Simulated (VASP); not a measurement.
BN:

```
N B
1.0
     0.00000    1.81300    1.81300
     1.81300    0.00000    1.81300
     1.81300    1.81300    0.00000
N B
1 1
Direct
  0.25000 0.25000 0.25000
  0.00000 0.00000 0.00000
```

The cell is a database's computed one.

* Program: VASP 6.6.1
* Task: relaxation of cell and atoms
* Functional: revPBE
* Dispersion: D4
* Potentials or basis: VASP PAW PBE potentials, release 64 (N, B)
* Cutoff: 600 eV
* k mesh: 13 × 13 × 13
* Occupations: fermi-dirac, width 0.05 eV
* Spin: no spin polarisation

At the start: pressure -9.7 GPa; volume 5.96 Å³/atom.

Task: Where does the relaxation end?

Result: Over 3 steps the energy falls by 4.7 meV/atom and the volume is 5.81 Å³/atom (-2.5 %); space group F-43m (No. 216, to 0.05 Å).

The path:
```csv
step,energy change (eV),largest force (eV/Å),pressure (GPa),volume (Å³)
1,0.0000,0.0000,-9.66,11.92
2,0.0012,0.0000,11.32,11.31
3,-0.0093,0.0000,-0.04,11.62
```

Final structure:
```
N B
1.0
     0.00000    1.79761    1.79761
     1.79761    0.00000    1.79761
     1.79761    1.79761    0.00000
N B
1 1
Direct
  0.25000 0.25000 0.25000
  0.00000 0.00000 0.00000
```

Caveat: the PAW data sets were made with another functional, which shifts forces and pressure a little.
